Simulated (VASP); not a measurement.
# SnO (P4/nmm) in VASP: settings compared, part 2 of 2

VASP 6.6.1. The steps go on from the part before.

**4. Band structure, PBEsol**

Contents of INCAR:

```
PREC = Accurate ; ENCUT = 520
EDIFF = 1E-7 ; ISMEAR = 0
SIGMA = 0.02 ; LREAL = False
LASPH = True ; NELM = 80
ALGO = Normal ; ISIF = 2
LWAVE = False ; LCHARG = False
GGA = PS
```

Contents of KPOINTS:

```
Automatic mesh
0
Gamma
  8 8 6
```

Contents of POSCAR:

```
SnO
1.0
    3.8136952200      0.0000000000      0.0000000000
    0.0000000000      3.8136952200      0.0000000000
    0.0000000000      0.0000000000      4.8869133000
Sn O
2 2
Direct
    0.5000000000      0.0000000000      0.7646261400
    0.0000000000      0.5000000000      0.2353738600
    0.0000000000      0.0000000000      0.0000000000
    0.5000000000      0.5000000000      0.0000000000
```

Contents of KPOINTS_OPT:

```
path GXMGZRAZ,XR,MA
20
line-mode
reciprocal
 0.0000000000  0.0000000000  0.0000000000  G
 0.0000000000  0.5000000000  0.0000000000  X

 0.0000000000  0.5000000000  0.0000000000  X
 0.5000000000  0.5000000000  0.0000000000  M

 0.5000000000  0.5000000000  0.0000000000  M
 0.0000000000  0.0000000000  0.0000000000  G

 0.0000000000  0.0000000000  0.0000000000  G
 0.0000000000  0.0000000000  0.5000000000  Z

 0.0000000000  0.0000000000  0.5000000000  Z
 0.0000000000  0.5000000000  0.5000000000  R

 0.0000000000  0.5000000000  0.5000000000  R
 0.5000000000  0.5000000000  0.5000000000  A

 0.5000000000  0.5000000000  0.5000000000  A
 0.0000000000  0.0000000000  0.5000000000  Z

 0.0000000000  0.5000000000  0.0000000000  X
 0.0000000000  0.5000000000  0.5000000000  R

 0.5000000000  0.5000000000  0.0000000000  M
 0.5000000000  0.5000000000  0.5000000000  A
```

Potentials or basis: VASP PAW PBE potentials, release 64 (Sn_d, O).

On the command line:

```
cat potpaw_PBE.64/Sn_d/POTCAR potpaw_PBE.64/O/POTCAR > POTCAR
mpirun -np 1 vasp_std > vasp.out
```

OUTCAR:

```text
PREC = Accurate
   ENCUT = 520
   EDIFF = 1E-7
   ISMEAR = 0
   LREAL = False
   LASPH = True
   NELM = 80
   ISIF = 2
   GGA = PS

 ion  position               nearest neighbor table
   1  0.500  0.000  0.765-   3 2.23   4 2.23   4 2.23   3 2.23   2 3.54   2 3.54   2 3.54   2 3.54
                             2 3.74   2 3.74   2 3.74   2 3.74
   2  0.000  0.500  0.235-   3 2.23   4 2.23   3 2.23   4 2.23   1 3.54   1 3.54   1 3.54   1 3.54
                             1 3.74   1 3.74   1 3.74   1 3.74
   3  0.000  0.000  0.000-   1 2.23   2 2.23   2 2.23   1 2.23
   4  0.500  0.500  0.000-   1 2.23   2 2.23   1 2.23   2 2.23

  LATTYP: Found a simple tetragonal cell.
 ALAT       =     3.8136952200
 C/A-ratio  =     1.2814116016

  Lattice vectors:

 A1 = (   3.8136952200,   0.0000000000,   0.0000000000)
 A2 = (   0.0000000000,   3.8136952200,   0.0000000000)
 A3 = (   0.0000000000,   0.0000000000,   4.8869133000)

Analysis of symmetry for initial positions (statically):
=====================================================================
 Subroutine PRICEL returns:
 Original cell was already a primitive cell.

 Routine SETGRP: Setting up the symmetry group for a
 simple tetragonal supercell.

 Subroutine GETGRP returns: Found 16 space group operations
 (whereof  8 operations were pure point group operations)
 out of a pool of 16 trial point group operations.

The static configuration has the point symmetry D_2d.
 The point group associated with its full space group is D_4h.

Analysis of symmetry for dynamics (positions and initial velocities):
=====================================================================
 Subroutine PRICEL returns:
 Original cell was already a primitive cell.

 Routine SETGRP: Setting up the symmetry group for a
 simple tetragonal supercell.

 Subroutine GETGRP returns: Found 16 space group operations
 (whereof  8 operations were pure point group operations)
 out of a pool of 16 trial point group operations.

The dynamic configuration has the point symmetry D_2d.
 The point group associated with its full space group is D_4h.

 Subroutine INISYM returns: Found 16 space group operations
 (whereof  8 operations are pure point group operations),
 and found     1 'primitive' translations

----------------------------------------------------------------------------------------

                                     Primitive cell

  volume of cell :      71.0766

  direct lattice vectors                    reciprocal lattice vectors
     3.813695220  0.000000000  0.000000000     0.262212878  0.000000000  0.000000000
     0.000000000  3.813695220  0.000000000     0.000000000  0.262212878  0.000000000
     0.000000000  0.000000000  4.886913300     0.000000000  0.000000000  0.204628144

  length of vectors
     3.813695220  3.813695220  4.886913300     0.262212878  0.262212878  0.204628144

  position of ions in fractional coordinates (direct lattice)
     0.500000000  0.000000000  0.764626140
     0.000000000  0.500000000  0.235373860
     0.000000000  0.000000000  0.000000000
     0.500000000  0.500000000  0.000000000

  ion indices of the primitive-cell ions
   primitive index   ion index
                 1           1
                 2           2
                 3           3
                 4           4

----------------------------------------------------------------------------------------

 KPOINTS: Automatic mesh

Automatic generation of k-mesh.
 Grid dimensions read from file:
 generate k-points for:    8    8    6

 Generating k-lattice:

  Cartesian coordinates                     Fractional coordinates (reciprocal lattice)
     0.032776610  0.000000000  0.000000000     0.125000000  0.000000000  0.000000000
     0.000000000  0.032776610  0.000000000     0.000000000  0.125000000  0.000000000
     0.000000000  0.000000000  0.034104691     0.000000000  0.000000000  0.166666667

  Length of vectors
     0.032776610  0.032776610  0.034104691

  Shift w.r.t. Gamma in fractional coordinates (k-lattice)
     0.000000000  0.000000000  0.000000000

 Subroutine IBZKPT returns following result:
 ===========================================

 Found     60 irreducible k-points:

 Following reciprocal coordinates:
            Coordinates               Weight
  0.000000  0.000000  0.000000      1.000000
  0.125000  0.000000  0.000000      4.000000
  0.250000  0.000000  0.000000      4.000000
  0.375000  0.000000  0.000000      4.000000
  0.500000  0.000000  0.000000      2.000000
  0.125000  0.125000  0.000000      4.000000
[... 16 lines left out ...]
  0.375000  0.125000  0.166667     16.000000
  0.500000  0.125000  0.166667      8.000000
 [... further k-points ...]
   k-points           NKPTS =     60   k-points in BZ     NKDIM =     60   number of bands    NBANDS=     24
   number of dos      NEDOS =    301   number of ions     NIONS =      4
   total plane-waves  NPLWV =  28224
   dimension x,y,z NGX =    28 NGY =   28 NGZ =   36
   dimension x,y,z NGXF=    56 NGYF=   56 NGZF=   72
   ions per type =               2   2
   NGX,Y,Z   is equivalent  to a cutoff of  12.21, 12.21, 12.25 a.u.
   NGXF,Y,Z  is equivalent  to a cutoff of  24.41, 24.41, 24.49 a.u.
 SYSTEM =  unknown system
   PREC   = accura    normal or accurate (medium, high low for compatibility)
   ISTART =      0    job   : 0-new  1-cont  2-samecut
   ICHARG =      2    charge: 1-file 2-atom 10-const
   ISPIN  =      1    spin polarized calculation?
   LNONCOLLINEAR =      F non collinear calculations
   LSORBIT =      F    spin-orbit coupling
   LASPH  =      T    aspherical Exc in radial PAW
   ENCUT  =  520.0 eV  38.22 Ry    6.18 a.u.   7.09  7.09  9.09*2*pi/ulx,y,z
   NELM   =     80;   NELMIN=  2; NELMDL= -5     # of ELM steps
   EDIFF  = 0.1E-06   stopping-criterion for ELM
   LREAL  =      F    real-space projection
   EDIFFG = 0.1E-05   stopping-criterion for IOM
   NSW    =      0    number of steps for IOM
   IBRION =     -1    ionic relax: 0-MD 1-quasi-New 2-CG
   NFREE  =      0    steps in history (QN), initial steepest desc. (CG)
   ISIF   =      2    stress and relaxation
   ISYM   =      2    0-nonsym 1-usesym 2-fastsym
   POTIM  = 0.5000    time-step for ionic-motion
   TEBEG  =    0.0;   TEEND  =   0.0 temperature during run
   PSTRESS=    0.0 pullay stress
   NELECT =      40.0000    total number of electrons
   NUPDOWN=      -1.0000    fix difference up-down
   EMIN   =  10.00;   EMAX   =-10.00  energy-range for DOS
   EFERMI =   0.00;   METHOD = LEGACY
   ISMEAR =     0;   SIGMA  =   0.02  broadening in eV -4-tet -1-fermi 0-gaus
   EFERMI_NEDOS =   21; number of points for ismear=-14 and -15
   IALGO  =     38    algorithm
   IMIX   =      4    mixing-type and parameters
     AMIX     =   0.40;   BMIX     =  1.00
     AMIX_MAG =   1.60;   BMIX_MAG =  1.00
  volume/ion in A,a.u.               =      17.77       119.91
  Fermi-wavevector in a.u.,A,eV,Ry     =   1.351614  2.554180 24.855939  1.826860
  Thomas-Fermi vector in A             =   2.479021
   LORBIT       =      0    0 simple, 1 ext, 2 COOP (PROOUT), +10 PAW based schemes
   GGA     = PS    functional components
   LHFCALC =     F    Hartree Fock is set to
   AEXX    =    0.0000 exact exchange contribution
   IVDW    =     0    specifies the selected vdW correction
   LEPSILON=     F    determine dielectric tensor
   LRPA    =     F    only Hartree local field effects (RPA)
 non-spin polarized calculation
 Gauss-broadening in eV      SIGMA  =   0.02
  energy-cutoff  :      520.00
  volume of cell :       71.08
 maximum number of plane-waves:      1936
   NGX = 15   NGY = 15   NGZ = 19

 number of electron      39.9999978 magnetization

 Free energy of the ion-electron system (eV)
  ---------------------------------------------------
  ext. energy  EPLUGINS =         0.00000000
  ---------------------------------------------------
  free energy    TOTEN  =       -24.20708166 eV

  energy without entropy =      -24.20708166  energy(sigma->0) =      -24.20708166

 E-fermi :   6.8888     XC(G=0): -10.4021

 val. band max:        6.8196436684   @ k =   0.0000   0.0000   0.0000
 cond. band min:       6.9558985598   @ k =   0.5000   0.5000   0.0000
 fundamental gap:      0.1362548915
 Fermi energy:         6.8887908264

 k-point     1 :       0.0000    0.0000    0.0000
  band No.  band energies     occupation
      1     -15.0467      2.00000
      2     -14.6047      2.00000
      3     -14.6047      2.00000
      4     -14.6025      2.00000
      5     -14.5566      2.00000
      6     -14.5505      2.00000
[... 637 lines left out ...]
     23      11.8809      0.00000
     24      11.8809      0.00000

 [... further k-points ...]
[... 5 lines left out ...]
  --------------------------------------------------------------------------------------
  -------------------------------------------------------------------------------------
  Total       -0.1113167     -0.1113167     -0.1712378      0.0000000      0.0000000      0.0000000
  in kB       -2.5092532     -2.5092532     -3.8599677      0.0000000      0.0000000      0.0000000
  external PRESSURE =      -2.9594914 kB  Pullay stress =       0.0000000 kB

 VOLUME and BASIS-vectors are now :
 -----------------------------------------------------------------------------
  energy-cutoff  :      520.00
  volume of cell :       71.08
      direct lattice vectors                 reciprocal lattice vectors
     3.813695220  0.000000000  0.000000000     0.262212878  0.000000000  0.000000000
     0.000000000  3.813695220  0.000000000     0.000000000  0.262212878  0.000000000
     0.000000000  0.000000000  4.886913300     0.000000000  0.000000000  0.204628144

 POSITION                                       TOTAL-FORCE (eV/Angst)
 -----------------------------------------------------------------------------------
      1.90685      0.00000      3.73666         0.000000      0.000000     -0.157678
      0.00000      1.90685      1.15025         0.000000      0.000000      0.157678
      0.00000      0.00000      0.00000         0.000000      0.000000     -0.000000
      1.90685      1.90685      0.00000        -0.000000      0.000000     -0.000000
 -----------------------------------------------------------------------------------
    total drift:                                0.000000      0.000000      0.000000

  FREE ENERGIE OF THE ION-ELECTRON SYSTEM (eV)
  ---------------------------------------------------
  free  energy   TOTEN  =       -24.2070816639 eV

  energy  without entropy=      -24.2070816624  energy(sigma->0) =      -24.20708166
```

Wall time 3.9 min (1 thread of Intel Xeon Platinum 8375C at 2.90GHz (Ice Lake), shared host); peak memory 0.28 GiB.

Results:

```yaml
Free_energy: -24.2071 eV
Pressure: -0.3 GPa
Largest_force: 0.158 eV/Å
Band_gap_on_the_k_mesh: 0.14 eV, indirect (least direct gap 1.96 eV)
Band_gap_along_the_path: 0.12 eV, indirect (least direct gap 1.93 eV)
```

Forces in eV/Å, atoms in the order of the input:
```
Sn   0.000  0.000 -0.158
Sn   0.000  0.000  0.158
O    0.000  0.000  0.000
O    0.000  0.000  0.000
```

Levels at the corners of the path, in eV from the valence-band top:
```tsv
point	band 17	band 18	band 19	band 20	band 21	band 22	band 23	band 24
Γ	-3.46	-3.17	-3.17	-0.01	1.98	4.16	4.74	4.74
X	-4.85	-4.85	-2.66	-2.66	3.10	3.10	5.85	5.90
X	-4.85	-4.85	-2.66	-2.66	3.10	3.10	5.86	5.91
M	-2.50	-2.50	-1.85	-1.85	0.12	0.12	4.37	4.37
M	-2.50	-2.50	-1.85	-1.85	0.12	0.12	4.37	4.37
Γ	-3.46	-3.17	-3.17	-0.01	1.98	4.16	4.74	4.74
Γ	-3.46	-3.17	-3.17	-0.01	1.98	4.16	4.74	4.74
Z	-3.21	-3.18	-3.18	-2.19	1.56	3.00	3.00	3.66
Z	-3.21	-3.18	-3.18	-2.19	1.56	3.00	3.00	3.66
R	-4.82	-4.82	-1.71	-1.71	2.50	2.50	5.44	5.44
R	-4.82	-4.82	-1.71	-1.71	2.50	2.50	5.44	5.44
A	-2.62	-2.62	-2.50	-2.50	2.37	2.37	3.90	3.90
A	-2.62	-2.62	-2.50	-2.50	2.37	2.37	3.90	3.90
Z	-3.21	-3.18	-3.18	-2.19	1.56	3.00	3.00	3.66
X	-4.85	-4.85	-2.66	-2.66	3.10	3.10	5.85	5.88
R	-4.82	-4.82	-1.71	-1.71	2.50	2.50	5.44	5.44
M	-2.50	-2.50	-1.85	-1.85	0.12	0.12	4.37	4.37
A	-2.62	-2.62	-2.50	-2.50	2.37	2.37	3.90	3.90
```

Caveat: the PAW data sets were made with another functional, which shifts forces and pressure a little; spin-orbit coupling is left out, which moves the levels of the heavy elements.

**5. Band structure, r2SCAN**

Changes to INCAR since step 4:

```diff
@@ -6,2 +6,2 @@
 LWAVE = False ; LCHARG = False
-GGA = PS
+METAGGA = R2SCAN ; LMIXTAU = True
```

KPOINTS is that of step 4.

POSCAR is that of step 4.

KPOINTS_OPT is that of step 4.

On the command line:

```
cat potpaw_PBE.64/Sn_d/POTCAR potpaw_PBE.64/O/POTCAR > POTCAR
mpirun -np 1 vasp_std > vasp.out
```

It took 12 min on 1 thread of Intel Xeon Platinum 8375C at 2.90GHz (Ice Lake), shared host; peak memory 0.27 GiB.

It converged, with:

```yaml
Free_energy: -66.9043 eV
Pressure: 0.1 GPa
Largest_force: 0.015 eV/Å
Band_gap_on_the_k_mesh: 0.29 eV, indirect (least direct gap 2.37 eV)
Band_gap_along_the_path: 0.29 eV, indirect (least direct gap 2.33 eV)
```

Forces on the atoms (eV/Å):
```
Sn   0.000  0.000 -0.015
Sn   0.000  0.000  0.015
O    0.000  0.000  0.000
O    0.000  0.000  0.000
```

Stress tensor (GPa, compression positive):
```
0.08 0.00 0.00
0.00 0.08 0.00
0.00 0.00 0.21
```

Levels at the corners of the path, in eV from the valence-band top:
```tsv
point	band 18	band 19	band 20	band 21	band 22	band 23
Γ	-3.54	-3.54	0.00	2.37	4.52	4.93
X	-5.22	-2.90	-2.90	3.43	3.43	6.21
X	-5.22	-2.90	-2.90	3.43	3.43	6.21
M	-2.86	-2.08	-2.08	0.29	0.29	4.77
M	-2.86	-2.08	-2.08	0.29	0.29	4.77
Γ	-3.54	-3.54	0.00	2.37	4.52	4.93
Γ	-3.54	-3.54	0.00	2.37	4.52	4.93
Z	-3.55	-3.16	-2.49	1.98	3.20	3.20
Z	-3.55	-3.16	-2.49	1.98	3.20	3.20
R	-5.18	-1.97	-1.97	2.76	2.76	5.73
R	-5.18	-1.97	-1.97	2.76	2.76	5.73
A	-2.87	-2.83	-2.83	2.53	2.53	4.30
A	-2.87	-2.83	-2.83	2.53	2.53	4.30
Z	-3.55	-3.16	-2.49	1.98	3.20	3.20
X	-5.22	-2.90	-2.90	3.43	3.43	6.21
R	-5.18	-1.97	-1.97	2.76	2.76	5.73
M	-2.86	-2.08	-2.08	0.29	0.29	4.77
A	-2.87	-2.83	-2.83	2.53	2.53	4.30
```

Caveat: the PAW data sets were made with another functional, which shifts forces and pressure a little; spin-orbit coupling is left out, which moves the levels of the heavy elements. r2SCAN opens gaps a little over a GGA but as a rule still falls short of measured ones.

**6. Band structure, TB-mBJ**

POSCAR is that of step 5.

Contents of INCAR.step1:

```
PREC = Accurate ; ENCUT = 520
EDIFF = 1E-5 ; ISMEAR = 0
SIGMA = 0.02 ; LREAL = False
LASPH = True ; NELM = 80
ALGO = Normal ; ISIF = 2
LWAVE = True ; LCHARG = False
GGA = PE
```

Contents of INCAR.step2:

```
PREC = Accurate ; ENCUT = 520
EDIFF = 1E-7 ; ISMEAR = 0
SIGMA = 0.02 ; LREAL = False
LASPH = True ; NELM = 80
ALGO = Normal ; ISIF = 2
LWAVE = False ; LCHARG = False
METAGGA = MBJ ; ISTART = 1
```

KPOINTS is that of step 5.

KPOINTS_OPT is that of step 5.

Potentials or basis: VASP PAW PBE potentials, release 64 (Sn_d, O).

On the command line:

```
cat potpaw_PBE.64/Sn_d/POTCAR potpaw_PBE.64/O/POTCAR > POTCAR
cp INCAR.step1 INCAR
mpirun -np 1 vasp_std > vasp.out
cp INCAR.step2 INCAR
mpirun -np 1 vasp_std > vasp.out
```

It took 9.5 min on 1 thread of Intel Xeon Platinum 8375C at 2.90GHz (Ice Lake), shared host; peak memory 0.29 GiB.

The run converged. Its results:

| Property | Result |
| --- | --- |
| Band gap on the k mesh | 0.36 eV, indirect (least direct gap 2.45 eV) |
| Band gap along the path | 0.36 eV, indirect (least direct gap 2.45 eV) |

Levels at the corners of the path, in eV from the valence-band top:
```
point  band 17  band 18  band 19  band 20  band 21  band 22  band 23  band 24
    Γ    -4.12    -3.84    -3.84     0.00     2.52     4.77     4.77     4.91
    X    -5.38    -5.38    -2.93    -2.93     3.45     3.45     6.12     6.12
    X    -5.38    -5.38    -2.93    -2.93     3.45     3.45     6.12     6.12
    M    -3.24    -3.24    -2.09    -2.09     0.36     0.36     4.90     4.90
    M    -3.24    -3.24    -2.09    -2.09     0.36     0.36     4.90     4.90
    Γ    -4.12    -3.84    -3.84     0.00     2.52     4.77     4.77     4.91
    Γ    -4.12    -3.84    -3.84     0.00     2.52     4.77     4.77     4.91
    Z    -3.85    -3.85    -2.94    -2.69     2.44     3.25     3.25     3.87
    Z    -3.85    -3.85    -2.94    -2.69     2.44     3.25     3.25     3.87
    R    -5.36    -5.36    -2.12    -2.12     2.79     2.79     5.67     5.67
    R    -5.36    -5.36    -2.12    -2.12     2.79     2.79     5.67     5.67
    A    -3.24    -3.24    -2.72    -2.72     2.35     2.35     4.45     4.45
    A    -3.24    -3.24    -2.72    -2.72     2.35     2.35     4.45     4.45
    Z    -3.85    -3.85    -2.94    -2.69     2.44     3.25     3.25     3.87
    X    -5.38    -5.38    -2.93    -2.93     3.45     3.45     6.12     6.12
    R    -5.36    -5.36    -2.12    -2.12     2.79     2.79     5.67     5.67
    M    -3.24    -3.24    -2.09    -2.09     0.36     0.36     4.90     4.90
    A    -3.24    -3.24    -2.72    -2.72     2.35     2.35     4.45     4.45
```

Caveat: the PAW data sets were made with another functional, which shifts forces and pressure a little; spin-orbit coupling is left out, which moves the levels of the heavy elements.

**7. The reference run**

An earlier run on the cell as given: functional PBE; potentials or basis VASP PAW PBE potentials, release 64 (Sn_d, O); cutoff 520 eV; k mesh 7 × 7 × 6; occupations fermi-dirac, width 0.05 eV; no spin polarisation.

- Pressure: 3.8 GPa
- Largest force: 0.457 eV/Å
- Band gap on the k mesh: 0.38 eV, indirect (least direct gap 2.05 eV)

**8. The runs side by side**

```tsv
task	level	potentials or basis	k mesh	smearing	ladder	gap on the mesh (eV)	pressure (GPa)	largest force (eV/Å)
band structure	LDA	VASP PAW LDA potentials, release 64 (Sn_d, O)	8 × 8 × 6	gaussian 0.02 eV	gaps	0.21	-3.0	0.13
band structure	PBE	VASP PAW PBE potentials, release 64 (Sn_d, O)	8 × 8 × 6	gaussian 0.02 eV	gaps	0.16	3.8	0.46
band structure	PBEsol	VASP PAW PBE potentials, release 64 (Sn_d, O)	8 × 8 × 6	gaussian 0.02 eV	gaps	0.14	-0.3	0.16
band structure	r2SCAN	VASP PAW PBE potentials, release 64 (Sn_d, O)	8 × 8 × 6	gaussian 0.02 eV	gaps	0.29	0.1	0.01
band structure	TB-mBJ	VASP PAW PBE potentials, release 64 (Sn_d, O)	8 × 8 × 6	gaussian 0.02 eV	gaps	0.36	-	-
single point	PBE	VASP PAW PBE potentials, release 64 (Sn_d, O)	7 × 7 × 6	fermi-dirac 0.05 eV	-	0.38	3.8	0.46
```

Alike in all rows: no spin polarisation; cell as given; cutoff (eV) 520.

Caveats: spin-orbit coupling is left out, which moves the levels of the heavy elements; the PAW data sets were made with another functional, which shifts forces and pressure a little (some runs); an odd mesh through Γ misses points on the zone boundary, where band edges often lie (some runs).

Absolute energies hang on the potentials; compare differences alone.
